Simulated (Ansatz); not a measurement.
# GaN: the cost of one run

Computed with Ansatz 0.2.0 (DFT PBE, scalar-relativistic, plane waves, PAW, unless a step's input says otherwise).

1 further run of the same task is left out (set aside as unsound or not needed).

**1. Starting point**

The structure is monoclinic, space group Pm (No. 6). The conventional cell has a = 7.878 Å, b = 12.500 Å, c = 11.800 Å, α = 90.00°, β = 90.00°, γ = 90.00°. Ga (site symmetry m) is surrounded by 3 N at 1.97 Å. N (site symmetry m) is surrounded by 2 Ga at 1.97 Å. Around Ga (site symmetry m) lie 4 N at 1.97 Å. Around N (site symmetry m) lie 3 Ga at 1.97 Å. Ga (site symmetry 1) has 2 N at 1.97 Å in its first shell of neighbours. N (site symmetry 1) is surrounded by 2 Ga at 1.97 Å. N (site symmetry 1) is surrounded by 3 Ga at 1.97 Å.

As a file:

```
CELL_PARAMETERS angstrom
11.80000 0.00000 0.00000
0.00000 12.50000 0.00000
0.00000 0.00000 7.87819
ATOMIC_POSITIONS crystal
Ga 0.61802 0.50000 0.00000
N 0.61802 0.50000 0.25000
Ga 0.46066 0.50000 0.33333
N 0.46066 0.50000 0.58333
Ga 0.38198 0.37135 0.00000
Ga 0.53934 0.62865 0.66667
N 0.38198 0.37135 0.25000
N 0.53934 0.62865 0.91667
Ga 0.38198 0.62865 0.00000
Ga 0.53934 0.37135 0.66667
N 0.38198 0.62865 0.25000
N 0.53934 0.37135 0.91667
```

**2. Wire along [1 1 1], 12 atoms a period**

File input.yaml:

```yaml
crystal:
  lattice:
    - [11.8, 0.0, 0.0]
    - [0.0, 12.5, 0.0]
    - [0.0, 0.0, 7.8781932187]
  atoms:
    - { symbol: Ga, position: [0.6180238103, 0.5, 0.0], spin: 0.3 }
    - { symbol: "N", position: [0.6180238103, 0.5, 0.25], spin: 0.3 }
    - { symbol: Ga, position: [0.4606587299, 0.5, 0.3333333333], spin: 0.3 }
    - { symbol: "N", position: [0.4606587299, 0.5, 0.5833333333], spin: 0.3 }
    - { symbol: Ga, position: [0.3819761897, 0.3713496435, 0.0], spin: 0.3 }
    - { symbol: Ga, position: [0.5393412701, 0.6286503565, 0.6666666667], spin: 0.3 }
    - { symbol: "N", position: [0.3819761897, 0.3713496435, 0.25], spin: 0.3 }
    - { symbol: "N", position: [0.5393412701, 0.6286503565, 0.9166666667], spin: 0.3 }
    - { symbol: Ga, position: [0.3819761897, 0.6286503565, 0.0], spin: 0.3 }
    - { symbol: Ga, position: [0.5393412701, 0.3713496435, 0.6666666667], spin: 0.3 }
    - { symbol: "N", position: [0.3819761897, 0.6286503565, 0.25], spin: 0.3 }
    - { symbol: "N", position: [0.5393412701, 0.3713496435, 0.9166666667], spin: 0.3 }
basis:
  ecutwfc: 420
kpoints:
  mp_grid: { grid: [1, 1, 4] }
hamiltonian:
  xc: pbe
scf:
  occupations: { method: gaussian, width: 0.05 }
output:
  forces: true
  stress: true
  eigenvalues: true
  populations: true
  write_density: true
  write_potential: true
  elf: true
  volumetric_format: npy
magnetization:
  spin_polarized: true
relax:
  adjacent_minimum: "off"
  f_tol: 0.02
  max_steps: 45
  cell: { fix: [a, b, alpha, beta, gamma], stress_tol: 0.03 }
```

Command:

```
$ ansatz run input.yaml --threads 4 --pin off --max-ram 11264MiB --backend cpu --events-out ev --progress --plain --runs-dir out
```

What time and memory should one allow on 4 threads of Intel Xeon 6975P-C (Granite Rapids), shared host?

About 5.2 min, with a peak of 2.2 GiB.
